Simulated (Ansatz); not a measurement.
Wires are cut from relaxed bulk Ag (Fm-3m, 16.66 Å³/atom, gap on the mesh 0.00 eV); atoms and period are relaxed, and energies count from that bulk.

Computed with Ansatz, DFT PBEsol, scalar-relativistic, plane waves, PAW.

Plane waves to 420 eV, a k mesh through Γ of 1×1×8 on the computed 13-atom cell and Gaussian smearing (0.05 eV); no spin polarisation.

Start ([111] wire, 13 host atoms a period):

```yaml
crystal:
  lattice:
    - [14.00000, 0.00000, 0.00000]
    - [0.00000, 15.00000, 0.00000]
    - [0.00000, 0.00000, 7.02245]
  atoms:
    - { symbol: Ag, position: [0.50000, 0.50000, 0.00000] }
    - { symbol: Ag, position: [0.50000, 0.30887, 0.00000] }
    - { symbol: Ag, position: [0.50000, 0.69113, 0.00000] }
    - { symbol: Ag, position: [0.38177, 0.50000, 0.33333] }
    - { symbol: Ag, position: [0.61823, 0.50000, 0.66667] }
    - { symbol: Ag, position: [0.32266, 0.40444, 0.00000] }
    - { symbol: Ag, position: [0.67734, 0.59556, 0.00000] }
    - { symbol: Ag, position: [0.55911, 0.40444, 0.33333] }
    - { symbol: Ag, position: [0.44089, 0.59556, 0.66667] }
    - { symbol: Ag, position: [0.32266, 0.59556, 0.00000] }
    - { symbol: Ag, position: [0.67734, 0.40444, 0.00000] }
    - { symbol: Ag, position: [0.55911, 0.59556, 0.33333] }
    - { symbol: Ag, position: [0.44089, 0.40444, 0.66667] }
```

Problem. What does the relaxation give?

Solution. The free energy falls by 44 meV/atom.

```
excess energy (eV per host atom)                      : 0.929
line energy (eV/Å)                                    : 1.812
period (Å)                                            : 6.664
gap on the mesh (eV)                                  : 0
highest filled level or Fermi level under vacuum (eV) : 4.16
```

Relaxed structure:
```
CELL_PARAMETERS angstrom
14.00000 0.00000 0.00000
0.00000 15.00000 0.00000
0.00000 0.00000 6.66433
ATOMIC_POSITIONS crystal
Ag 0.50000 0.50000 0.00000
Ag 0.50000 0.31602 0.00000
Ag 0.50000 0.68398 0.00000
Ag 0.37985 0.50000 0.33928
Ag 0.62015 0.50000 0.66072
Ag 0.32919 0.40806 0.99969
Ag 0.67081 0.59194 0.00031
Ag 0.56003 0.40305 0.33944
Ag 0.43997 0.59695 0.66056
Ag 0.32919 0.59194 0.99969
Ag 0.67081 0.40806 0.00031
Ag 0.56003 0.59695 0.33944
Ag 0.43997 0.40305 0.66056
```

Each run keeps its start's symmetry and one magnetic start, so lower states can exist.

Time: 2.3 min on 4 threads of Intel(R) Xeon(R) Platinum 8259CL CPU @ 2.50GHz (Skylake/Cascade Lake), on a shared host, peak memory 3.8 GiB.